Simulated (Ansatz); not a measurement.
# Al3Cu: the cost of one run

Computed with Ansatz 0.2.0 (DFT PBEsol, scalar-relativistic, plane waves, PAW, unless a step's input says otherwise).

1 further run of the same task is left out (set aside as unsound or not needed).

## Step 1: The system as given

Symmetry: P4/mmm, No. 123, tetragonal system. The conventional cell has a = 2.780 Å, b = 2.780 Å, c = 7.603 Å, α = 90.00°, β = 90.00°, γ = 90.00°. Al (site symmetry 4/mmm) has 12 Al at 2.78 to 2.89 Å as nearest neighbours. Al (site symmetry 4mm) is surrounded by 4 Cu at 2.58 Å and 8 Al at 2.78 to 2.89 Å. Cu (site symmetry 4/mmm) has 8 Al at 2.58 Å and 4 Cu at 2.78 Å as nearest neighbours.

As a file:

```cif
data_structure
_symmetry_space_group_name_H-M 'P 1'
_symmetry_Int_Tables_number 1
_cell_length_a 2.7797
_cell_length_b 2.7797
_cell_length_c 7.6030
_cell_angle_alpha 90.000
_cell_angle_beta 90.000
_cell_angle_gamma 90.000
_cell_volume 58.75
loop_
_atom_site_label
_atom_site_type_symbol
_atom_site_fract_x
_atom_site_fract_y
_atom_site_fract_z
_atom_site_occupancy
Al1 Al 0.00000 0.00000 0.50000 1
Al2 Al 0.50000 0.50000 0.22069 1
Al3 Al 0.50000 0.50000 0.77931 1
Cu1 Cu 0.00000 0.00000 0.00000 1
```

It goes back to an entry of the Materials Project, which need not be the stable form.

This cell was relaxed beforehand with the same method: volume 14.69 Å³/atom, gap on the mesh none (metal).

## Step 2: Zero of the scan

input.yaml reads:

```yaml
crystal:
  lattice:
    - [2.7796830098, 0.0, 0.0]
    - [0.0, 2.7796830098, 0.0]
    - [0.0, 0.0, 7.6029571177]
  atoms:
    - { symbol: Al, position: [0.0, 0.0, 0.5] }
    - { symbol: Al, position: [0.5, 0.5, 0.2206884206] }
    - { symbol: Al, position: [0.5, 0.5, 0.7793115794] }
    - { symbol: Cu, position: [0.0, 0.0, 0.0] }
basis:
  ecutwfc: 420
kpoints:
  mp_grid: { grid: [18, 18, 8] }
hamiltonian:
  xc: pbesol
scf:
  occupations: { method: gaussian, width: 0.15 }
output:
  forces: true
  stress: true
  eigenvalues: true
  write_density: true
  write_potential: true
  elf: true
  volumetric_format: npy
```

Started as:

```bash
$ ansatz run input.yaml --threads 1 --pin off --max-ram 2560MiB --backend cpu --events-out ev --progress --plain --runs-dir out
```

**Question.** How long does this run take on 1 thread of Arm Neoverse N1, shared host, and how much memory does it need?

About 45 s, with a peak of 0.48 GiB.
